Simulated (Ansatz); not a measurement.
AlN (rocksalt) under strain

Rocksalt AlN, relaxed with r2SCAN in Ansatz 0.2.0. It is cubic, Fm-3m (No. 225); a = 4.038 Å in the conventional setting, 8.23 Å³ an atom. Al has 6 N at 2.02 Å; N has 6 Al at 2.02 Å.

The axes x, y and z are those of this cell:
```
Al N
1.0
     0.00000    2.01887    2.01887
     2.01887    0.00000    2.01887
     2.01887    2.01887    0.00000
Al N
1 1
Direct
  0.00000 0.00000 0.00000
  0.50000 0.50000 0.50000
```

Unstrained: PBE gives an indirect gap of 4.669 eV, from Γ to X; the least direct gap is 5.726 eV at Γ. With r2SCAN the valence top lies at Γ and the conduction bottom at X, 5.522 eV higher; the smallest vertical gap, at Γ, is 6.530 eV. The HSE06 gap is indirect, 6.083 eV (Γ to X), below the direct gap of 7.266 eV at Γ. Meshes: PBE 10×10×10, r2SCAN 10×10×10, HSE06 8×8×8. Strains are changes of length per length. After each strain the atoms were relaxed again with r2SCAN within the symmetry that the strain leaves, so tilts or polar shifts that break it weren't tested; points keep the names that they have in the unstrained zone. The cell comes from a prototype generator: it can be a known phase or a hypothetical one. Spin polarisation is off.

Changes of the least gap in eV (an overlap counts as a negative gap):
```json
{"strain": "isotropic +5.25 % on every length", "volume change (%)": "+16.6", "space group": "Fm-3m", "PBE": "-1.395", "r2SCAN": "-1.465", "HSE06": "-1.540", "energy rise, r2SCAN (meV/atom)": "151.3"}
{"strain": "uniaxial -3.11 % along z", "volume change (%)": "-3.1", "space group": "I4/mmm", "PBE": "+0.053", "r2SCAN": "+0.064", "HSE06": "+0.058", "energy rise, r2SCAN (meV/atom)": "13.2"}
```

Isotropic +5.25 % on every length. HSE06: the gap goes from 6.083 to 4.543 eV (-1.540 eV). Stress change with r2SCAN, compression positive: xx -31.25, yy -31.25, zz -31.25 GPa. For HSE06, dE_g/d ln V = -10.0 eV over this step.

Uniaxial -3.11 % along z, other directions held. HSE06: the gap goes from 6.083 to 6.141 eV (+0.058 eV); with r2SCAN the top three valence levels at Γ, degenerate before, become 2+1 from the top over 242 meV. Stress change with r2SCAN, compression positive: xx +6.00, yy +6.00, zz +17.52 GPa.

The meshes of the hybrids are coarse, so their gaps aren't converged to the digits shown.

The splittings at Γ are without spin-orbit coupling, which regroups them where it is of like size or larger.
